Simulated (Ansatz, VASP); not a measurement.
**Two plane-wave programs on TaN**

```
Ta N
1.0
     5.19100    0.00000    0.00000
    -2.59550    4.49554    0.00000
     0.00000    0.00000    2.90800
Ta N
3 3
Direct
  0.00000 0.00000 0.00000
  0.33333 0.66667 0.50000
  0.66667 0.33333 0.50000
  0.50000 0.00000 0.00000
  0.00000 0.50000 0.00000
  0.50000 0.50000 0.00000
```

Alike in both runs: task single point; functional LDA; k mesh 5 × 5 × 8; occupations fermi-dirac, width 0.1 eV; no spin polarisation.

|  | VASP | Ansatz |
| --- | --- | --- |
| version | VASP 6.6.1 | Ansatz 0.2.0 |
| potentials or method | VASP PAW LDA potentials, release 64 (Ta_pv, N) | plane waves, PAW |
| plane-wave cutoff (eV) | 520 | 475 |
| valence electrons in the cell | 48 | 54 |

|  | VASP | Ansatz | Ansatz less VASP |
| --- | --- | --- | --- |
| pressure (GPa) | -3.6 | -5.4 | -1.70 |
| largest component of the traceless stress (GPa) | 1.43 | 1.86 | +0.424 |

The two sets of potentials don't hold the same shells in valence.

The runs have no spin-orbit coupling, so splittings on Ta are missing.
